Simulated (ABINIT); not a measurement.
# AgCl (Chlorargyrite) (Fm-3m) in ABINIT: equation of state with r2SCAN

Aim: the equation of state of AgCl (Chlorargyrite) with r2SCAN.

All numbers are computed with ABINIT 10.8.3 (patched build); they aren't measurements. Logs are shortened: lines on timing, memory, paths and dates and some standing lists are left out, and cuts for length are marked. The log counts tension as positive stress, the text compression.

### Step 1. The structure

Symmetry: Fm-3m, No. 225, cubic system. The conventional cell has a = 5.470 Å, b = 5.470 Å, c = 5.470 Å, α = 90.00°, β = 90.00°, γ = 90.00°. Ag (site symmetry m-3m) is surrounded by 6 Cl at 2.73 Å. Cl (site symmetry m-3m) is surrounded by 6 Ag at 2.73 Å.

### Step 2. Equation of state, r2SCAN

run.abi

```
# Datasets: one volume each
ndtset 7
scalecart1 3*0.9795861087
scalecart2 3*0.9864848297
scalecart3 3*0.9932883884
scalecart4 3*1.0000000000
scalecart5 3*1.0066227096
scalecart6 3*1.0131594038
scalecart7 3*1.0196128224

# Pseudopotentials
pp_dirpath "./"
pseudos "Ag.GGA_PBE-JTH.xml, Cl.GGA_PBE-JTH.xml"

# Structure
acell 3.8678740931 3.8678740931 3.8678740931 Angstrom
rprim
     0.0000000000     0.7071067812     0.7071067812
     0.7071067812     0.0000000000     0.7071067812
     0.7071067812     0.7071067812     0.0000000000
ntypat 2
znucl 47 17
natom 2
typat 1 2
xred
     0.0000000000     0.0000000000     0.0000000000
     0.5000000000     0.5000000000     0.5000000000

# Plane-wave basis
ecut 30.0
pawecutdg 52.0

# k points
kptopt 1
ngkpt 8 8 8
nshiftk 1
shiftk 0.0 0.0 0.0

# Exchange and correlation
ixc -497498
usekden 1
pawxcdev 0

# Bands and occupations
nband 13
occopt 3
tsmear 0.05 eV

# SCF cycle
nstep 100
tolvrs 1.0e-7

# Output
iomode 3
prtwf 0
prtden 0
prteig 0
prtebands 0
enunit 1
```

Potentials or basis: JTH PAW PBE v2.0.

Run with:

```bash
$ mpirun --bind-to none -np 4 abinit run.abi > log 2>&1
```

run.abo:

```text
.Version 10.8.3 of ABINIT
 DATASET    1 : space group Fm -3 m (#225); Bravais cF (face-center cubic)
================================================================================
 Values of the parameters that define the memory need for DATASET  1.
     intxc =       0    ionmov =       0      iscf =      17    lmnmax =      18
     lnmax =       6     mgfft =      36  mpssoang =       3    mqgrid =    3001
     natom =       2  nloc_mem =       2    nspden =       1   nspinor =       1
    nsppol =       1      nsym =      48    n1xccc =       1    ntypat =       2
    occopt =       3   xclevel =       2
       mpw =        2051          nfft =       46656          nkpt =          29
Pmy_natom=         1
 PAW method is used; the additional fine FFT grid is defined by:
   mgfftf=        48    nfftf =    110592
================================================================================
================================================================================
[... 77 lines left out ...]
================================================================================
 Values of the parameters that define the memory need for DATASET  7.
     intxc =       0    ionmov =       0      iscf =      17    lmnmax =      18
     lnmax =       6     mgfft =      40  mpssoang =       3    mqgrid =    3001
     natom =       2  nloc_mem =       2    nspden =       1   nspinor =       1
    nsppol =       1      nsym =      48    n1xccc =       1    ntypat =       2
    occopt =       3   xclevel =       2
       mpw =        2313          nfft =       64000          nkpt =          29
Pmy_natom=         1
 PAW method is used; the additional fine FFT grid is defined by:
   mgfftf=        50    nfftf =    125000
================================================================================
================================================================================

--------------------------------------------------------------------------------
------------- Echo of variables that govern the present computation ------------
--------------------------------------------------------------------------------
 -outvars: echo values of preprocessed input variables --------
            acell      7.3092227255E+00  7.3092227255E+00  7.3092227255E+00 Bohr
              amu      1.07868200E+02  3.54527000E+01
             ecut      3.00000000E+01 Hartree
           enunit           1
              ixc     -497498
           jdtset        1    2    3    4    5    6    7
         kptrlatt        8    0    0      0    8    0      0    0    8
          kptrlen1     5.72801044E+01
          kptrlen2     5.76834987E+01
          kptrlen3     5.80813285E+01
          kptrlen4     5.84737818E+01
          kptrlen5     5.88610367E+01
          kptrlen6     5.92432619E+01
          kptrlen7     5.96206177E+01
            natom           2
            nband          13
           ndtset           7
            ngfft1         36      36      36
            ngfft2         36      36      36
            ngfft3         36      36      36
            ngfft4         40      40      40
            ngfft5         40      40      40
            ngfft6         40      40      40
            ngfft7         40      40      40
          ngfftdg1         48      48      48
          ngfftdg2         48      48      48
          ngfftdg3         48      48      48
          ngfftdg4         48      48      48
          ngfftdg5         48      48      48
          ngfftdg6         50      50      50
          ngfftdg7         50      50      50
             nkpt          29
            nstep         100
             nsym          48
           ntypat           2
           occopt           3
        pawecutdg      5.20000000E+01 Hartree
         pawxcdev           0
           prtden           0
        prtebands           0
           prteig           0
          prtkden           1
            prtwf           0
            rprim1     0.0000000000E+00  6.9267198023E-01  6.9267198023E-01
                       6.9267198023E-01  0.0000000000E+00  6.9267198023E-01
[... 32 lines left out ...]
                       2.7350000001E+00  2.7350000001E+00  2.7350000001E+00
           xangst5     0.0000000000E+00  0.0000000000E+00  0.0000000000E+00
                       2.7531131108E+00  2.7531131108E+00  2.7531131108E+00
           xangst6     0.0000000000E+00  0.0000000000E+00  0.0000000000E+00
                       2.7709909695E+00  2.7709909695E+00  2.7709909695E+00
           xangst7     0.0000000000E+00  0.0000000000E+00  0.0000000000E+00
                       2.7886410693E+00  2.7886410693E+00  2.7886410693E+00
            xcart1     0.0000000000E+00  0.0000000000E+00  0.0000000000E+00
                       5.0628937792E+00  5.0628937792E+00  5.0628937792E+00
            xcart2     0.0000000000E+00  0.0000000000E+00  0.0000000000E+00
                       5.0985491354E+00  5.0985491354E+00  5.0985491354E+00
            xcart3     0.0000000000E+00  0.0000000000E+00  0.0000000000E+00
                       5.1337126547E+00  5.1337126547E+00  5.1337126547E+00
            xcart4     0.0000000000E+00  0.0000000000E+00  0.0000000000E+00
                       5.1684009545E+00  5.1684009545E+00  5.1684009545E+00
            xcart5     0.0000000000E+00  0.0000000000E+00  0.0000000000E+00
                       5.2026297731E+00  5.2026297731E+00  5.2026297731E+00
            xcart6     0.0000000000E+00  0.0000000000E+00  0.0000000000E+00
                       5.2364140296E+00  5.2364140296E+00  5.2364140296E+00
            xcart7     0.0000000000E+00  0.0000000000E+00  0.0000000000E+00
                       5.2697678845E+00  5.2697678845E+00  5.2697678845E+00
             xred      0.0000000000E+00  0.0000000000E+00  0.0000000000E+00
                       5.0000000000E-01  5.0000000000E-01  5.0000000000E-01
            znucl       47.00000   17.00000

================================================================================

 chkinp: Checking input parameters for consistency, jdtset=   1.

 chkinp: Checking input parameters for consistency, jdtset=   2.
[... 36 lines left out ...]
 getcut: wavevector=  0.0000  0.0000  0.0000  ngfft=  48  48  48
         ecut(hartree)=     52.000   => boxcut(ratio)=   2.06519

--- Pseudopotential description ------------------------------------------------
- pspini: atom type   1  psp file is ./Ag.GGA_PBE-JTH.xml
 Pseudopotential format is: paw10
 basis_size (lnmax)=  6 (lmn_size= 18), orbitals=   0   0   1   1   2   2
 Spheres core radius: rc_sph= 2.51516130
 Shapefunction is BESSEL type: shapef(r,l)=aa(1,l)*jl(q(1,l)*r)+aa(2,l)*jl(q(2,l)*r)
 Radius for shape functions =  2.20290272
 Compensation charge density is not taken into account in XC energy/potential

- pspini: atom type   2  psp file is ./Cl.GGA_PBE-JTH.xml
 Pseudopotential format is: paw10
 basis_size (lnmax)=  4 (lmn_size=  8), orbitals=   0   0   1   1
 Spheres core radius: rc_sph= 1.80364889
 Shapefunction is SIN type: shapef(r)=[sin(pi*r/rshp)/(pi*r/rshp)]**2
 Radius for shape functions =  1.25423680
 Compensation charge density is not taken into account in XC energy/potential

   8.12577831E+02                                ecore*ucvol(ha*bohr**3)
--------------------------------------------------------------------------------

================================================================================

--- !BeginCycle
iteration_state: {dtset: 1, }
solver: {iscf: 17, nstep: 100, nline: 4, wfoptalg: 10, }
tolerances: {tolvrs: 1.00E-07, }
...
[... 533 lines left out ...]
 getcut: wavevector=  0.0000  0.0000  0.0000  ngfft=  40  40  40
         ecut(hartree)=     30.000   => boxcut(ratio)=   2.21954

 getcut : COMMENT -
  Note that boxcut > 2.2 ; recall that boxcut=Gcut(box)/Gcut(sphere) = 2
  is sufficient for exact treatment of convolution.
  Such a large boxcut is a waste : you could raise ecut
  e.g. ecut=   36.947695 Hartrees makes boxcut=2

 Fine grid specifications (used for densities):

 getcut: wavevector=  0.0000  0.0000  0.0000  ngfft=  48  48  48
         ecut(hartree)=     52.000   => boxcut(ratio)=   2.02303
--------------------------------------------------------------------------------
[... 174 lines left out ...]
 getcut: wavevector=  0.0000  0.0000  0.0000  ngfft=  40  40  40
         ecut(hartree)=     30.000   => boxcut(ratio)=   2.20494

 getcut : COMMENT -
  Note that boxcut > 2.2 ; recall that boxcut=Gcut(box)/Gcut(sphere) = 2
  is sufficient for exact treatment of convolution.
  Such a large boxcut is a waste : you could raise ecut
  e.g. ecut=   36.463126 Hartrees makes boxcut=2

 Fine grid specifications (used for densities):

 getcut: wavevector=  0.0000  0.0000  0.0000  ngfft=  48  48  48
         ecut(hartree)=     52.000   => boxcut(ratio)=   2.00972
--------------------------------------------------------------------------------
[... 515 lines left out ...]
-Cartesian components of stress tensor (GPa)         [Pressure= -8.3390E-01 GPa]
- sigma(1 1)=  8.33896241E-01  sigma(3 2)=  0.00000000E+00
- sigma(2 2)=  8.33896241E-01  sigma(3 1)=  0.00000000E+00
- sigma(3 3)=  8.33896241E-01  sigma(2 1)=  0.00000000E+00

== END DATASET(S) ==============================================================
================================================================================

 -outvars: echo values of variables after computation  --------
            acell      7.3092227255E+00  7.3092227255E+00  7.3092227255E+00 Bohr
           etotal1    -3.3257867049E+01
           etotal2    -3.3258999626E+01
           etotal3    -3.3259836104E+01
           etotal4    -3.3260406946E+01
           etotal5    -3.3260733555E+01
           etotal6    -3.3260865135E+01
           etotal7    -3.3260809064E+01
            fcart1    -0.0000000000E+00 -0.0000000000E+00 -0.0000000000E+00
                      -0.0000000000E+00 -0.0000000000E+00 -0.0000000000E+00
            fcart2    -0.0000000000E+00 -0.0000000000E+00 -0.0000000000E+00
                      -0.0000000000E+00 -0.0000000000E+00 -0.0000000000E+00
            fcart3    -0.0000000000E+00 -0.0000000000E+00 -0.0000000000E+00
                      -0.0000000000E+00 -0.0000000000E+00 -0.0000000000E+00
            fcart4    -0.0000000000E+00 -0.0000000000E+00 -0.0000000000E+00
                      -0.0000000000E+00 -0.0000000000E+00 -0.0000000000E+00
            fcart5    -0.0000000000E+00 -0.0000000000E+00 -0.0000000000E+00
                      -0.0000000000E+00 -0.0000000000E+00 -0.0000000000E+00
[... 38 lines left out ...]
                       0.0000000000E+00  0.0000000000E+00  0.0000000000E+00
           xangst1     0.0000000000E+00  0.0000000000E+00  0.0000000000E+00
                       2.6791680074E+00  2.6791680074E+00  2.6791680074E+00
           xangst2     0.0000000000E+00  0.0000000000E+00  0.0000000000E+00
                       2.6980360093E+00  2.6980360093E+00  2.6980360093E+00
           xangst3     0.0000000000E+00  0.0000000000E+00  0.0000000000E+00
                       2.7166437423E+00  2.7166437423E+00  2.7166437423E+00
           xangst4     0.0000000000E+00  0.0000000000E+00  0.0000000000E+00
                       2.7350000001E+00  2.7350000001E+00  2.7350000001E+00
           xangst5     0.0000000000E+00  0.0000000000E+00  0.0000000000E+00
                       2.7531131108E+00  2.7531131108E+00  2.7531131108E+00
           xangst6     0.0000000000E+00  0.0000000000E+00  0.0000000000E+00
                       2.7709909695E+00  2.7709909695E+00  2.7709909695E+00
           xangst7     0.0000000000E+00  0.0000000000E+00  0.0000000000E+00
                       2.7886410693E+00  2.7886410693E+00  2.7886410693E+00
             xred      0.0000000000E+00  0.0000000000E+00  0.0000000000E+00
                       5.0000000000E-01  5.0000000000E-01  5.0000000000E-01
 Calculation completed.
```

Run time: 2.7 min. Hardware: 4 MPI ranks of Intel Xeon 6975P-C (Granite Rapids), shared host; peak memory 0.72 GiB.

What came out:

```yaml
Equilibrium_volume: 21.35 Å³/atom
Bulk_modulus: 49 GPa
Pressure_derivative_of_the_bulk_modulus: "5.6 (rough: it moves with the points fitted)"
```

Energy against volume, from the lowest point:
```csv
volume (Å³/atom),energy (meV/atom)
19.231,40.79
19.640,25.38
20.049,14.00
20.458,6.23
20.868,1.79
21.277,0.00
21.686,0.76
```

Caveat: pressures at fixed basis lie under the slope of the energies; the PAW data sets were made with another functional, which shifts forces and pressure a little.
